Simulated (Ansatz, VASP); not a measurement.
# SiC (Moissanite 3C) in two plane-wave programs, part 2 of 2

Wanted: the spread between two codes on one cell, functional and k mesh. The structure shown is the start of the Ansatz relaxation below; VASP solves that cell, so the two are compared at the walk's first step.

VASP 6.6.1 and Ansatz 0.2.0.

So far. Step 7 (VASP: single point, LDA, start cell, pair 2): The run ends at a pressure of 8.25 GPa, with forces up to 0.12 eV/Å.

**8. Differences**

Forces (eV/Å; atoms numbered as in POSCAR):

| atom | Ansatz x, y, z | VASP x, y, z |
| --- | --- | --- |
| C1 | 0.000, 0.000, -0.117 | 0.000, 0.000, -0.118 |
| Si2 | 0.000, 0.000, 0.117 | 0.000, 0.000, 0.118 |

The forces differ by 0.3 meV/Å r.m.s., which is 0.4 % of the r.m.s. force of 0.068 eV/Å (both taken over all components).

**9. What the set-up changes**

Further runs change the set-up of one program: Ansatz's method, potentials or start, or VASP's data sets, cutoff or form of LDA. The table gives that difference for each run.

| run | r.m.s. force difference (meV/Å) |
| --- | --- |
| as above | 0.3 |
| VASP with a cutoff of 600 eV (perhaps on Ansatz's relaxed cell) | 0.3 |

**10. Ansatz: relaxation, LDA**

The two programs are compared at the cell with which this relaxation starts, whose forces are those of its first step. The cell compared in this pair holds 19.94 Å³, against 19.65 Å³ for the pair before.

The structure compared here is the start of the Ansatz relaxation; VASP solves that cell, so the two are compared at the walk's first step.

The input, input.yaml:

```yaml
crystal:
  lattice:
    - [-0.0209761713, 2.1422196179, 2.1726125563]
    - [2.1422196179, -0.0209761713, 2.1726125563]
    - [2.1212434466, 2.1212434466, 0.0]
  atoms:
    - { symbol: C, position: [0.7495089733, 0.7495089733, 0.7504910267] }
    - { symbol: Si, position: [0.0004910267, 0.0004910267, -0.0004910267] }
  conventional_axes: [[0, 0, 1], [1, -1, 0], [1, 1, -1]]
kpoints:
  mp_grid: { grid: [12, 12, 12] }
hamiltonian:
  xc: lda
  pseudopotentials: { kind: paw, azcp: { folder: soft_1 }, xc_functional: pbe }
scf:
  occupations: { method: gaussian, width: 0.02 }
output:
  forces: true
  stress: true
  eigenvalues: true
relax:
  adjacent_minimum: "off"
  f_tol: 0.001
  max_steps: 60
  cell: { stress_tol: 0.01, fix: [a, angles] }
```

Run with:

```bash
ansatz run input.yaml --threads 4 --pin off --max-ram 10240MiB --backend cpu --events-out ev --progress --plain --runs-dir out
```

Numbers of over 12 decimals in the logs are rounded to 6 here.

The log of the run:

```text
[...]
Crystal: 2 atoms, lattice volume = 19.939 Å³
Basis set: ecut = 420 eV, 387 PW (Γ)
Bands: 8, of which v1, the nominal top of the filled ones, is band 4 counted from 1 (3 counted from 0)
Symmetry: 4 space group operations
[...]
k-points: 280 of 1728 (time reversal used)
[...]
--- Band table (eV; the first three rows and the last of 280) ---
[...]
--- Relaxed structure (5 steps of the walk, 5 accepted, 2 SCFs on fresh bases) ---
[...]
cell:  # Å, volume = 19.9994 Å³
    - [-0.020309, 2.141552, 2.180562]
    - [2.141552, -0.020309, 2.180562]
    - [2.1212434466, 2.1212434466, 0.0]
  atoms:
    - { symbol: C, position: [0.748995, 0.748995, 0.751005] }
    - { symbol: Si, position: [0.00100516, 0.00100516, -0.00100516] }
[key lines of the parts left out:]
SCF converged after 3 iterations
Free energy (F): -852.192655 eV
Fermi energy:    10.371642 eV
P = ⅓ Tr σ = 3.3231 GPa (33.231 kbar)
```

**11. VASP: single point, LDA, start cell, pair 3**

The same cell, functional (in two slightly different forms), mesh and smearing now go to VASP, with its own data sets.

The input, INCAR:

```
SYSTEM = SiC
PREC = Accurate
ENCUT = 520
EDIFF = 1E-06
NELM = 120
ISMEAR = 0
SIGMA = 0.02
LREAL = .FALSE.
ALGO = Normal
GGA = CA
NBANDS = 10
LORBIT = 11
LWAVE = .FALSE.
LCHARG = .FALSE.
ISIF = 2
LASPH = .TRUE.
GGA_COMPAT = .FALSE.
EFERMI = MIDGAP
KPAR = 2
```

The input, POSCAR:

```
SiC
1.0
   -0.0209760000      2.1422200000      2.1726130000
    2.1422200000     -0.0209760000      2.1726130000
    2.1212430000      2.1212430000      0.0000000000
C Si
1 1
Direct
    0.7495087712      0.7495087712      0.7504911111
    0.0004911137      0.0004911137      0.9995088861
```

The input, KPOINTS:

```
Automatic mesh
0
Gamma
12 12 12
0 0 0
```

PAW data sets: C and Si (LDA family, release 64).

Run with:

```bash
mpirun -np 2 vasp_std
```

The log of the run:

```text
[... set-up lines as in an earlier step ...]
 entering main loop
       N       E                     dE             d eps       ncg     rms          rms(c)
DAV:   1     0.154021535518E+01    0.15402E+01   -0.40259E+03  5906   0.674E+02
DAV:   2    -0.181813290799E+02   -0.19722E+02   -0.18834E+02  7144   0.112E+02
DAV:   3    -0.187777457537E+02   -0.59642E+00   -0.59532E+00  6618   0.169E+01
DAV:   4    -0.187802619604E+02   -0.25162E-02   -0.25160E-02  6456   0.139E+00
[...]
DAV:   9    -0.166285747333E+02    0.36441E-03   -0.18159E-03  6922   0.251E-01    0.954E-02
DAV:  10    -0.166285872781E+02   -0.12545E-04   -0.11120E-04  5942   0.711E-02    0.321E-02
DAV:  11    -0.166285877984E+02   -0.52024E-06   -0.29682E-06  6434   0.123E-02
   1 F= -.16628588E+02 E0= -.16628588E+02  d E =0.000000E+00
```

Parts of OUTCAR (step 11):

```text
  Total        0.7220673      0.7220673      0.2397912      0.6904986      0.0000001      0.0000001
  in kB       58.0215860     58.0215860     19.2683742     55.4848910      0.0000044      0.0000044
  external PRESSURE =      45.1038488 kB  Pullay stress =       0.0000000 kB

 POSITION                                       TOTAL-FORCE (eV/Angst)
 -----------------------------------------------------------------------------------
      3.18186      3.18186      3.25678        -0.000000     -0.000000     -0.101313
      2.12124      2.12124      0.00213         0.000000      0.000000      0.101313
 -----------------------------------------------------------------------------------
    total drift:                                0.000093      0.000093      0.000587

  FREE ENERGIE OF THE ION-ELECTRON SYSTEM (eV)
  ---------------------------------------------------
  free  energy   TOTEN  =       -16.6285877984 eV

  energy  without entropy=      -16.6285877984  energy(sigma->0) =      -16.62858780

[... 1 part as in an earlier step ...]

[... 2 further parts left out ...]
[key lines of the parts left out:]
E-fermi :   9.1642
```

The run ends at a pressure of 4.51 GPa, with forces up to 0.10 eV/Å.

**12. Differences**

Forces (eV/Å; atoms numbered as in POSCAR):

| atom | Ansatz x, y, z | VASP x, y, z |
| --- | --- | --- |
| C1 | 0.000, 0.000, -0.101 | 0.000, 0.000, -0.101 |
| Si2 | 0.000, 0.000, 0.101 | 0.000, 0.000, 0.101 |

The forces differ by 0.1 meV/Å r.m.s., which is 0.3 % of the r.m.s. force of 0.058 eV/Å (both taken over all components).

**13. Other set-ups**

Further runs change the set-up of one program: Ansatz's method, potentials or start, or VASP's data sets, cutoff or form of LDA. The table gives that difference for each run.

| run | r.m.s. force difference (meV/Å) |
| --- | --- |
| as above | 0.15 |
| VASP with a cutoff of 600 eV (perhaps on Ansatz's relaxed cell) | 0.19 |

**14. Summary of results**

- r.m.s. force difference (single point, LDA, start cell, pair 1): 0.2 meV/Å
- r.m.s. force difference (single point, LDA, start cell, pair 2): 0.3 meV/Å
- r.m.s. force difference (single point, LDA, start cell, pair 3): 0.15 meV/Å

What this shows: The r.m.s. force difference is 0.3 meV/Å (single point, LDA, start cell, pair 2), within the 12 meV/Å picked in this series as the mark of a large difference. Single point, LDA, start cell, pair 3, VASP with a cutoff of 600 eV (perhaps on Ansatz's relaxed cell): r.m.s. force difference goes from 0.15 to 0.19 meV/Å. 10 further runs of this series are not shown here. How closely two codes agree says nothing of how well the functional describes the real material.

[Lines on the potential files, build, host, timing and source positions are cut from VASP's logs without a mark.]

[Logs are printed without paths, hosts, clocks, repeated set-up lines and the standing remarks that a program may print on its own settings, such as how far it seeks lower states.]

[Hosts, paths, dates, database ids (printed as entryN), source tags and the programs' standing remarks are cut or masked in the printed files.]

[Rows of further runs with another cutoff or data set may stand on the cell that Ansatz relaxed, not on the start cell of the pair above them.]
